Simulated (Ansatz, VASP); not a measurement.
AlRu: VASP beside Ansatz

```
CELL_PARAMETERS angstrom
3.02174 0.00000 0.00000
0.00000 3.02174 0.00000
0.00000 0.00000 3.02174
ATOMIC_POSITIONS crystal
Al 0.00000 0.00000 0.00000
Ru 0.50000 0.50000 0.50000
```

Alike in both runs: task single point; functional PBE; k mesh 4 × 4 × 4; no spin polarisation.

```csv
,VASP,Ansatz
version,VASP 6.6.1,Ansatz 0.2.0
potentials or method,"VASP PAW PBE potentials, release 64 (Al, Ru_pv)","scalar-relativistic, plane waves, PAW"
plane-wave cutoff (eV),520,420
occupations,tetrahedron,tetrahedron-uncorrected
valence electrons in the cell,17,19
```

|  | VASP | Ansatz | Ansatz less VASP |
| --- | --- | --- | --- |
| gap on the k mesh at the Fermi level (eV) | none | none | - |
| pressure (GPa) | -1.2 | -1.2 | -0.05 |

A gap of «none» marks a metal or a gap that the smearing closes. The two sets of potentials don't hold the same shells in valence. Ansatz warned: «band_table_not_solved_further».

Caveats: the k mesh is coarse (spacing up to 0.52 Å⁻¹), so the values aren't converged.
